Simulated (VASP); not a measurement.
# K (Im-3m) in VASP: a series of runs

One crystal, K, is run at these levels: r2SCAN+rVV10, TB-mBJ, RPBE+D3(BJ); tasks: equation of state, single point, density of states.

All numbers are computed with VASP 6.6.1; they aren't measurements. Logs are shortened: lines on timing, memory, paths and dates and some standing lists are left out, and cuts for length are marked.

## Step 1: The structure

Symmetry: Im-3m, No. 229, cubic system. Conventional cell: a = 5.395 Å, b = 5.395 Å, c = 5.395 Å, α = 90.00°, β = 90.00°, γ = 90.00°.

## Step 2: Equation of state, r2SCAN+rVV10

Contents of run.py:

```python
from ase.calculators.vasp import Vasp
from ase.eos import EquationOfState
from ase.io import Trajectory
from ase.io import read
from ase.units import GPa

atoms = read('K.cif', primitive_cell=True, subtrans_included=False)
calc = Vasp(
    directory='calc',
    xc='r2scan+rvv10',
    pp='PBE',
    setups='recommended',
    prec='Accurate',
    encut=520,
    ediff=1e-06,
    ismear=-1,
    sigma=0.1,
    lreal=False,
    lasph=True,
    nelm=60,
    algo='Normal',
    isif=2,
    lwave=False,
    lcharg=False,
    lmixtau=True,
    kpts=[7, 7, 7],
    gamma=True,
)
atoms.calc = calc
cell = atoms.cell.copy()
volumes, energies = [], []
traj = Trajectory('eos.traj', 'w')
for x in [0.94, 0.96, 0.98, 1.0, 1.02, 1.04, 1.06]:
    atoms.set_cell(cell * x ** (1 / 3), scale_atoms=True)
    volumes.append(atoms.get_volume())
    energies.append(atoms.get_potential_energy())
    traj.write(atoms)
    print(f'{x:5.2f} {volumes[-1]:12.5f} {energies[-1]:14.6f}')

v0, e0, B = EquationOfState(volumes, energies, eos='murnaghan').fit()
print(f'V0 = {v0:.4f} A^3, E0 = {e0:.6f} eV, B = {B / GPa:.2f} GPa')
```

Contents of K.cif:

```cif
data_K
_cell_length_a 5.39511703
_cell_length_b 5.39511703
_cell_length_c 5.39511703
_cell_angle_alpha 90.00000000
_cell_angle_beta 90.00000000
_cell_angle_gamma 90.00000000
_space_group_name_H-M_alt 'Im-3m'
_space_group_name_Hall '-I 4 2 3'
_space_group_IT_number 229
loop_
_space_group_symop_operation_xyz
'x,y,z'
'-x,-y,-z'
'-y,x,z'
'y,-x,-z'
'-x,-y,z'
'x,y,-z'
'y,-x,z'
'-y,x,-z'
'x,-y,-z'
'-x,y,z'
'-y,-x,-z'
'y,x,z'
'-x,y,-z'
'x,-y,z'
'y,x,-z'
'-y,-x,z'
'z,x,y'
'-z,-x,-y'
'z,-y,x'
'-z,y,-x'
'z,-x,-y'
'-z,x,y'
'z,y,-x'
'-z,-y,x'
'-z,x,-y'
'z,-x,y'
'-z,-y,-x'
'z,y,x'
'-z,-x,y'
'z,x,-y'
'-z,y,x'
'z,-y,-x'
'y,z,x'
'-y,-z,-x'
'x,z,-y'
'-x,-z,y'
'-y,z,-x'
'y,-z,x'
'-x,z,y'
'x,-z,-y'
'-y,-z,x'
'y,z,-x'
'-x,-z,-y'
'x,z,y'
'y,-z,-x'
'-y,z,x'
'x,-z,y'
'-x,z,-y'
'x+1/2,y+1/2,z+1/2'
'-x+1/2,-y+1/2,-z+1/2'
'-y+1/2,x+1/2,z+1/2'
'y+1/2,-x+1/2,-z+1/2'
'-x+1/2,-y+1/2,z+1/2'
'x+1/2,y+1/2,-z+1/2'
'y+1/2,-x+1/2,z+1/2'
'-y+1/2,x+1/2,-z+1/2'
'x+1/2,-y+1/2,-z+1/2'
'-x+1/2,y+1/2,z+1/2'
'-y+1/2,-x+1/2,-z+1/2'
'y+1/2,x+1/2,z+1/2'
'-x+1/2,y+1/2,-z+1/2'
'x+1/2,-y+1/2,z+1/2'
'y+1/2,x+1/2,-z+1/2'
'-y+1/2,-x+1/2,z+1/2'
'z+1/2,x+1/2,y+1/2'
'-z+1/2,-x+1/2,-y+1/2'
'z+1/2,-y+1/2,x+1/2'
'-z+1/2,y+1/2,-x+1/2'
'z+1/2,-x+1/2,-y+1/2'
'-z+1/2,x+1/2,y+1/2'
'z+1/2,y+1/2,-x+1/2'
'-z+1/2,-y+1/2,x+1/2'
'-z+1/2,x+1/2,-y+1/2'
'z+1/2,-x+1/2,y+1/2'
'-z+1/2,-y+1/2,-x+1/2'
'z+1/2,y+1/2,x+1/2'
'-z+1/2,-x+1/2,y+1/2'
'z+1/2,x+1/2,-y+1/2'
'-z+1/2,y+1/2,x+1/2'
'z+1/2,-y+1/2,-x+1/2'
'y+1/2,z+1/2,x+1/2'
'-y+1/2,-z+1/2,-x+1/2'
'x+1/2,z+1/2,-y+1/2'
'-x+1/2,-z+1/2,y+1/2'
'-y+1/2,z+1/2,-x+1/2'
'y+1/2,-z+1/2,x+1/2'
'-x+1/2,z+1/2,y+1/2'
'x+1/2,-z+1/2,-y+1/2'
'-y+1/2,-z+1/2,x+1/2'
'y+1/2,z+1/2,-x+1/2'
'-x+1/2,-z+1/2,-y+1/2'
'x+1/2,z+1/2,y+1/2'
'y+1/2,-z+1/2,-x+1/2'
'-y+1/2,z+1/2,x+1/2'
'x+1/2,-z+1/2,y+1/2'
'-x+1/2,z+1/2,-y+1/2'
loop_
_atom_site_label
_atom_site_type_symbol
_atom_site_symmetry_multiplicity
_atom_site_Wyckoff_symbol
_atom_site_fract_x
_atom_site_fract_y
_atom_site_fract_z
_atom_site_occupancy
K1 K 2 a 0.0000000000 0.0000000000 0.0000000000 1
```

Potentials or basis: VASP PAW PBE potentials, release 64 (K_sv).

On the command line:

```bash
python run.py
```

The program printed:

```text
<dir> UserWarning: vdW has been enabled, however no location for the vdw_kernel.bindat file has been specified. Set ASE_VASP_VDW environment variable to copy the vdW kernel.
  warnings.warn(
 0.94     73.80750      -5.708105
 0.96     75.37787      -5.708143
 0.98     76.94824      -5.707489
 1.00     78.51861      -5.706199
 1.02     80.08898      -5.704341
 1.04     81.65936      -5.701947
 1.06     83.22973      -5.699094
V0 = 74.6738 A^3, E0 = -5.708217 eV, B = 3.54 GPa
```

OUTCAR:

```text
ENCUT = 520.000000
   BPARAM = 11.950000
   EDIFF = 1.00e-06
   METAGGA = R2SCAN
   PREC = Accurate
   ISIF = 2
   ISMEAR = -1
   NELM = 60
   LASPH = .TRUE.
   LREAL = .FALSE.

 ion  position               nearest neighbor table
   1  0.000  0.000  0.000-

  LATTYP: Found a body centered cubic cell.
 ALAT       =     5.5009305023

  Lattice vectors:

 A1 = (  -2.7504652511,   2.7504652511,   2.7504652511)
 A2 = (   2.7504652511,  -2.7504652511,   2.7504652511)
 A3 = (   2.7504652511,   2.7504652511,  -2.7504652511)

Analysis of symmetry for initial positions (statically):
=====================================================================
 Subroutine PRICEL returns:
 Original cell was already a primitive cell.

 Routine SETGRP: Setting up the symmetry group for a
 body centered cubic supercell.

 Subroutine GETGRP returns: Found 48 space group operations
 (whereof 48 operations were pure point group operations)
 out of a pool of 48 trial point group operations.

The static configuration has the point symmetry O_h .

Analysis of symmetry for dynamics (positions and initial velocities):
=====================================================================
 Subroutine PRICEL returns:
 Original cell was already a primitive cell.

 Routine SETGRP: Setting up the symmetry group for a
 body centered cubic supercell.

 Subroutine GETGRP returns: Found 48 space group operations
 (whereof 48 operations were pure point group operations)
 out of a pool of 48 trial point group operations.

The dynamic configuration has the point symmetry O_h .

 Subroutine INISYM returns: Found 48 space group operations
 (whereof 48 operations are pure point group operations),
 and found     1 'primitive' translations

[... 118 lines left out ...]
   LEPSILON=     F    determine dielectric tensor
   LRPA    =     F    only Hartree local field effects (RPA)
 non-spin polarized calculation
  energy-cutoff  :      520.00
  volume of cell :       83.23
 maximum number of plane-waves:      2262
   NGX = 17   NGY = 17   NGZ = 17

 number of electron       9.0000001 magnetization

 Free energy of the ion-electron system (eV)
  ---------------------------------------------------
  ext. energy  EPLUGINS =         0.00000000
  ---------------------------------------------------
  free energy    TOTEN  =        -5.71162420 eV

  energy without entropy =       -5.68656444  energy(sigma->0) =       -5.69909432

 E-fermi :  -0.3421     XC(G=0):  -5.6218

 val. band max:       -0.4206720249   @ k =   0.4286   0.0000   0.0000
 cond. band min:      -0.2149631304   @ k =  -0.4286   0.4286   0.1429
 fundamental gap:      0.2057088945
 Fermi energy:        -0.3421242861

 k-point     1 :       0.0000    0.0000    0.0000
  band No.  band energies     occupation
      1     -34.0323      2.00000
      2     -16.7108      2.00000
      3     -16.7108      2.00000
      4     -16.7108      2.00000
      5      -2.4730      2.00000
      6       4.3011      0.00000
      7       4.3011      0.00000
      8       4.3011      0.00000
[... 199 lines left out ...]
 k-point    20 :      -0.4286    0.4286    0.4286
  band No.  band energies     occupation
      1     -34.0282      2.00000
      2     -16.7430      2.00000
      3     -16.7416      2.00000
      4     -16.7416      2.00000
      5       1.1026      0.00000
      6       1.6058      0.00000
      7       3.1043      0.00000
      8       3.1043      0.00000

------------------------ aborting loop because EDIFF is reached ----------------------------------------

  FORCE on cell =-STRESS in cart. coord.  units (eV):
  Direction    XX          YY          ZZ          XY          YZ          ZX
  --------------------------------------------------------------------------------------
  -------------------------------------------------------------------------------------
  Total       -0.1716230     -0.1716230     -0.1716230      0.0000000      0.0000000      0.0000000
  in kB       -3.3037535     -3.3037535     -3.3037535      0.0000000      0.0000000      0.0000000
  external PRESSURE =      -3.3037535 kB  Pullay stress =       0.0000000 kB

 VOLUME and BASIS-vectors are now :
 -----------------------------------------------------------------------------
  energy-cutoff  :      520.00
  volume of cell :       83.23
      direct lattice vectors                 reciprocal lattice vectors
    -2.750465251  2.750465251  2.750465251     0.000000000  0.181787427  0.181787427
     2.750465251 -2.750465251  2.750465251     0.181787427  0.000000000  0.181787427
     2.750465251  2.750465251 -2.750465251     0.181787427  0.181787427  0.000000000

 POSITION                                       TOTAL-FORCE (eV/Angst)
 -----------------------------------------------------------------------------------
      0.00000      0.00000      0.00000         0.000000      0.000000     -0.000000
 -----------------------------------------------------------------------------------
    total drift:                               -0.000000      0.000000      0.000000

  FREE ENERGIE OF THE ION-ELECTRON SYSTEM (eV)
  ---------------------------------------------------
  free  energy   TOTEN  =        -5.7116242039 eV

  energy  without entropy=       -5.6865644370  energy(sigma->0) =       -5.69909432
```

INCAR:

```text
ENCUT = 520.000000
SIGMA = 0.100000
BPARAM = 11.950000
CPARAM = 0.009300
EDIFF = 1.00e-06
ALGO = Normal
METAGGA = R2SCAN
PREC = Accurate
ISIF = 2
ISMEAR = -1
NELM = 60
LASPH = .TRUE.
LCHARG = .FALSE.
LUSE_VDW = .TRUE.
LWAVE = .FALSE.
LMIXTAU = .TRUE.
LREAL = .FALSE.
```

It took 25 min on 1 thread of Intel Xeon Platinum 8488C (Sapphire Rapids), shared host; peak memory 0.39 GiB.

Results:

* Equilibrium volume: 74.67 Å³/atom
* Bulk modulus: 3.5 GPa
* Pressure derivative of the bulk modulus: 3.6

Energy against volume, from the lowest point:
```
volume (Å³/atom)  energy (meV/atom)
          73.807               0.04
          75.378               0.00
          76.948               0.65
          78.519               1.94
          80.089               3.80
          81.659               6.20
          83.230               9.05
```

Caveat: the PAW data sets were made with another functional, which shifts forces and pressure a little.

## Step 3: Single point, TB-mBJ (cell strained at random at fixed volume)

Contents of POSCAR:

```
K
1.0
   -2.6491090000      2.6630490000      2.6437420000
    2.6773590000     -2.6874940000      2.6964360000
    2.7342160000      2.7726000000     -2.6681870000
K
1
Direct
   -0.0060180000      0.0074470000      0.0002300000
```

Contents of INCAR.step1:

```
ALGO = Normal
EDIFF = 1E-5
ENCUT = 520
GGA = PE
ISIF = 2
ISMEAR = 0
LASPH = True
LCHARG = False
LREAL = False
LWAVE = True
NBANDS = 10
NELM = 80
PREC = Accurate
SIGMA = 0.05
```

Contents of INCAR.step2:

```
ALGO = Normal
EDIFF = 1E-6
ENCUT = 520
ISIF = 2
ISMEAR = 0
ISTART = 1
LASPH = True
LCHARG = False
LREAL = False
LWAVE = False
METAGGA = MBJ
NBANDS = 10
NELM = 80
PREC = Accurate
SIGMA = 0.05
```

Contents of KPOINTS:

```
k-points
0
Gamma
  7 7 7
```

Potentials or basis: VASP PAW PBE potentials, release 64 (K_sv).

On the command line:

```bash
cat potpaw_PBE.64/K_sv/POTCAR > POTCAR
cp INCAR.step1 INCAR
mpirun -np 1 vasp_std > vasp.out
cp INCAR.step2 INCAR
mpirun -np 1 vasp_std > vasp.out
```

Run time: 8.2 min. Hardware: 1 thread of AMD EPYC, shared host; peak memory 0.26 GiB.

It converged, with:

- Band gap on the k mesh: none (metal or under the smearing width)

Levels at points of the mesh, in eV from the Fermi level:
```csv
k point,band 2,band 3,band 4,band 5,band 6,band 7,band 8,band 9
"(0.00, 0.00, 0.00)",-16.77,-16.77,-16.77,-2.02,3.61,3.65,3.76,4.42
```

Caveat: the PAW data sets were made with another functional, which shifts forces and pressure a little.

## Step 4: Density of states, RPBE+D3(BJ)

Contents of run.py:

```python
from ase import Atoms
from ase.calculators.vasp import Vasp
from ase.dft.dos import DOS

atoms = Atoms(
    ['K'],
    cell=[[-2.6975585167, 2.6975585167, 2.6975585167], [2.6975585167, -2.6975585167, 2.6975585167], [2.6975585167, 2.6975585167, -2.6975585167]],
    scaled_positions=[[0.0, 0.0, 0.0]],
    pbc=True,
)
calc = Vasp(
    directory='calc',
    xc='rpbe',
    pp='PBE',
    setups='recommended',
    prec='Accurate',
    encut=520,
    ediff=1e-06,
    ismear=-4,
    sigma=0.01,
    lreal=False,
    lasph=True,
    nelm=80,
    algo='Normal',
    isif=2,
    lwave=False,
    lcharg=False,
    ivdw=12,
    lorbit=11,
    kpts=[7, 7, 7],
    gamma=True,
)
atoms.calc = calc

print('energy (eV):', atoms.get_potential_energy())
print('free energy (eV):', atoms.get_potential_energy(force_consistent=True))
print('forces (eV/A):')
print(atoms.get_forces())
print('stress (eV/A^3, Voigt):', atoms.get_stress())
print('Fermi level (eV):', calc.get_fermi_level())
dos = DOS(calc, width=0.2, window=(-10, 10), npts=301)
print('E - E_F (eV), DOS (1/eV)')
for e, g in zip(dos.get_energies(), dos.get_dos()):
    print(f'{e:8.3f} {g:10.4f}')
```

Potentials or basis: VASP PAW PBE potentials, release 64 (K_sv).

On the command line:

```bash
python run.py
```

The program printed:

```text
energy (eV): -1.15834268
free energy (eV): -1.15834268
forces (eV/A):
[[ 0.  0. -0.]]
stress (eV/A^3, Voigt): [ 0.00763177  0.00763177  0.00763177 -0.         -0.         -0.        ]
Fermi level (eV): -0.08468802
E - E_F (eV), DOS (1/eV)
 -10.000     0.0000
  -9.933     0.0000
  -9.867     0.0000
  -9.800     0.0000
  -9.733     0.0000
  -9.667     0.0000
[... 293 lines left out ...]
   9.933     0.0000
  10.000     0.0000
```

INCAR:

```text
ENCUT = 520.000000
SIGMA = 0.010000
EDIFF = 1.00e-06
ALGO = Normal
GGA = RP
PREC = Accurate
ISIF = 2
ISMEAR = -4
LORBIT = 11
NELM = 80
IVDW = 12
LASPH = .TRUE.
LCHARG = .FALSE.
LWAVE = .FALSE.
LREAL = .FALSE.
```

It took 28 s on 1 thread of AMD EPYC, shared host; peak memory 0.17 GiB.

What came out:

```
Free energy                                           : -1.1583 eV
Pressure                                              : -1.2 GPa
Band gap on the k mesh                                : none (metal or under the smearing width)
Valence electrons inside the program's atomic spheres : K 7.57
Dispersion energy per atom                            : -0.297 eV
```

Levels at points of the mesh, in eV from the Fermi level:
```tsv
k point	band 1	band 2	band 3	band 4	band 5	band 6	band 7	band 8
(0.00, 0.00, 0.00)	-32.33	-15.74	-15.74	-15.74	-2.11	4.23	4.23	4.23
```

States per cell in windows of 1 eV (zero at the Fermi level; states under -8 eV left out):
```
from (eV)  total  K1_d  K1_p  K1_s
     -8.0   0.00  0.00  0.00  0.00
     -7.0   0.00  0.00  0.00  0.00
     -6.0   0.00  0.00  0.00  0.00
     -5.0   0.00  0.00  0.00  0.00
     -4.0   0.00  0.00  0.00  0.00
     -3.0   0.00  0.00  0.00  0.00
     -2.0   0.29  0.00  0.00  0.01
     -1.0   0.74  0.01  0.02  0.02
      0.0   0.94  0.02  0.03  0.02
      1.0   1.34  0.09  0.04  0.01
      2.0   1.76  0.23  0.03  0.02
      3.0   1.58  0.29  0.03  0.01
      4.0   1.41  0.34  0.02  0.03
      5.0   0.00  0.00  0.00  0.00
```

Caveat: the PAW data sets were made with another functional, which shifts forces and pressure a little; pairwise dispersion overbinds metals, which lowers pressure and volume.

## Step 5: Single point, TB-mBJ

Contents of POSCAR:

```
K
1.0
   -2.6975585167      2.6975585167      2.6975585167
    2.6975585167     -2.6975585167      2.6975585167
    2.6975585167      2.6975585167     -2.6975585167
K
1
Direct
    0.0000000000      0.0000000000      0.0000000000
```

Contents of INCAR.step1:

```
SYSTEM = K
ALGO = Normal
EDIFF = 1E-5
ENCUT = 520
GGA = PE
ISIF = 2
ISMEAR = 0
LASPH = .True.
LREAL = .False.
LWAVE = .True.
NELM = 60
PREC = Accurate
SIGMA = 0.05
```

Contents of INCAR.step2:

```
SYSTEM = K
ALGO = Normal
EDIFF = 1E-7
ENCUT = 520
ISIF = 2
ISMEAR = 0
ISTART = 1
LASPH = .True.
LCHARG = .True.
LELF = .True.
LREAL = .False.
LVHAR = .True.
LWAVE = .False.
METAGGA = MBJ
NELM = 60
PREC = Accurate
SIGMA = 0.05
```

Contents of KPOINTS:

```
k-points
0
Gamma
  7 7 7
  0 0 0
```

Potentials or basis: VASP PAW PBE potentials, release 64 (K_sv).

On the command line:

```bash
cat potpaw_PBE.64/K_sv/POTCAR > POTCAR
cp INCAR.step1 INCAR
mpirun -np 1 vasp_std > vasp.out
cp INCAR.step2 INCAR
mpirun -np 1 vasp_std > vasp.out
```

OUTCAR:

```text
SYSTEM = K
   EDIFF = 1E-7
   ENCUT = 520
   ISIF = 2
   ISMEAR = 0
   ISTART = 1
   LASPH = .True.
   LREAL = .False.
   METAGGA = MBJ
   NELM = 60
   PREC = Accurate

 ion  position               nearest neighbor table
   1  0.000  0.000  0.000-

  LATTYP: Found a body centered cubic cell.
 ALAT       =     5.3951170334

  Lattice vectors:

 A1 = (  -2.6975585167,   2.6975585167,   2.6975585167)
[... 393 lines left out ...]
      5       0.8703      0.00000
      6       1.2160      0.00000
      7       2.7904      0.00000
      8       2.8777      0.00000

------------------------ aborting loop because EDIFF is reached ----------------------------------------

  FORCE on cell =-STRESS in cart. coord.  units (eV):
  Direction    XX          YY          ZZ          XY          YZ          ZX
  --------------------------------------------------------------------------------------
  -------------------------------------------------------------------------------------
  Total      -19.1168402    -19.1168402    -19.1168402      0.0000000     -0.0000000      0.0000000
  in kB     -390.0803542   -390.0803542   -390.0803542      0.0000000     -0.0000000      0.0000000
  external PRESSURE =    -390.0803542 kB  Pullay stress =       0.0000000 kB

 VOLUME and BASIS-vectors are now :
 -----------------------------------------------------------------------------
  energy-cutoff  :      520.00
  volume of cell :       78.52
      direct lattice vectors                 reciprocal lattice vectors
    -2.697558517  2.697558517  2.697558517     0.000000000  0.185352791  0.185352791
     2.697558517 -2.697558517  2.697558517     0.185352791  0.000000000  0.185352791
     2.697558517  2.697558517 -2.697558517     0.185352791  0.185352791  0.000000000

 POSITION                                       TOTAL-FORCE (eV/Angst)
 -----------------------------------------------------------------------------------
      0.00000      0.00000      0.00000         0.000000      0.000000     -0.000000
 -----------------------------------------------------------------------------------
    total drift:                               -0.000000     -0.000000      0.000000

  FREE ENERGIE OF THE ION-ELECTRON SYSTEM (eV)
  ---------------------------------------------------
  free  energy   TOTEN  =        46.9061627442 eV

  energy  without entropy=       46.9078697135  energy(sigma->0) =       46.90701623
```

Run time: 35 s. Hardware: 1 thread of AMD EPYC 7R43 (Zen 3), shared host; peak memory 0.18 GiB.

What came out:

```
Band gap on the k mesh : none (metal or under the smearing width)
```

Caveat: the PAW data sets were made with another functional, which shifts forces and pressure a little.

## Step 6: For comparison

An earlier run on the cell as given: functional PBE; potentials or basis VASP PAW PBE potentials, release 64 (K_sv); cutoff 520 eV; k mesh 7 × 7 × 7; occupations fermi-dirac, width 0.05 eV; no spin polarisation.

- Pressure: -0.2 GPa
- Band gap on the k mesh: none (metal or under the smearing width)

## Step 7: Overview

| task | level | cell | smearing | other keys | gap on the mesh (eV) | pressure (GPa) |
| --- | --- | --- | --- | --- | --- | --- |
| equation of state | r2SCAN+rVV10 | as given | fermi-dirac 0.1 eV | - | - | - |
| single point | TB-mBJ | cell strained at random at fixed volume | gaussian 0.05 eV | - | none | - |
| density of states | RPBE+D3(BJ) | as given | tetrahedron, uncorrected 0.01 eV | ISMEAR = -4; SIGMA = 0.01 | none | -1.2 |
| single point | TB-mBJ | as given | gaussian 0.05 eV | - | none | - |
| single point | PBE | as given | fermi-dirac 0.05 eV | - | none | -0.2 |

Alike in all rows: potentials or basis VASP PAW PBE potentials, release 64 (K_sv); no spin polarisation; k mesh 7 × 7 × 7; cutoff (eV) 520.

Caveats: the PAW data sets were made with another functional, which shifts forces and pressure a little (some runs); pairwise dispersion overbinds metals, which lowers pressure and volume (some runs).

Absolute energies hang on the potentials; compare differences alone.
